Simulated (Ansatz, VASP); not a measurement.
## TePb in VASP and in Ansatz

INCAR

```
SYSTEM = TePb
  PREC = Accurate
  ENCUT = 520
  EDIFF = 1E-6
  ISMEAR = 0
  SIGMA = 0.05
  LREAL = .False.
  LASPH = .True.
  NELM = 100
  ALGO = Normal
  ISIF = 2
  LWAVE = .False.
  LCHARG = .False.
  GGA = CA
  NBANDS = 17
```

KPOINTS

```
Automatic mesh
0
Gamma
  8 8 8
  0 0 0
```

The input POSCAR:

```
TePb
1.0
    0.0000000000      3.2270000000      3.2270000000
    3.2270000000      0.0000000000      3.2270000000
    3.2270000000      3.2270000000      0.0000000000
Te Pb
1 1
Direct
    0.5000000000      0.5000000000      0.5000000000
    0.0406724512     -0.0406724512      0.0406724512
```

Input for Ansatz:

```yaml
crystal:
  lattice:
    - [0.0, 3.227, 3.227]
    - [3.227, 0.0, 3.227]
    - [3.227, 3.227, 0.0]
  atoms:
    - { symbol: Te, position: [0.5, 0.5, 0.5] }
    - { symbol: Pb, position: [0.0406724512, -0.0406724512, 0.0406724512] }
basis:
  ecutwfc: 420
kpoints:
  mp_grid: { grid: [8, 8, 8] }
hamiltonian:
  xc: lda
scf:
  occupations: { method: gaussian, width: 0.05 }
output:
  forces: true
  stress: true
  eigenvalues: true
```

Change from the starting cell: all Pb atoms moved +0.263 Å, as atom 2 along Cartesian [0 1 0].

Alike in both runs: task single point; functional LDA; k mesh 8 × 8 × 8; occupations gaussian, width 0.05 eV; no spin polarisation.

```csv
,VASP,Ansatz
version,VASP 6.6.1,Ansatz 0.2.0
potentials or method,"VASP PAW LDA potentials, release 64 (Te, Pb_d)","scalar-relativistic, plane waves, PAW"
plane-wave cutoff (eV),520,420
valence electrons in the cell,20,30
```

```csv
,VASP,Ansatz,Ansatz less VASP
gap on the k mesh at the Fermi level (eV),0.96,0.96,+0.005
least direct gap on the mesh (eV),0.98,0.99,+0.007
pressure (GPa),-0.6,-0.7,-0.07
largest component of the traceless stress (GPa),1.74,1.71,-0.022
rms of the force components (eV/Å),0.191,0.182,-0.0082
```

Atom by atom the forces differ by 0.008 eV/Å (rms over components). The two sets of potentials don't hold the same shells in valence.

Caveats: spin-orbit coupling is left out, which as a rule narrows the gap of such compounds by several tenths of an eV. A k mesh can miss the band edges.
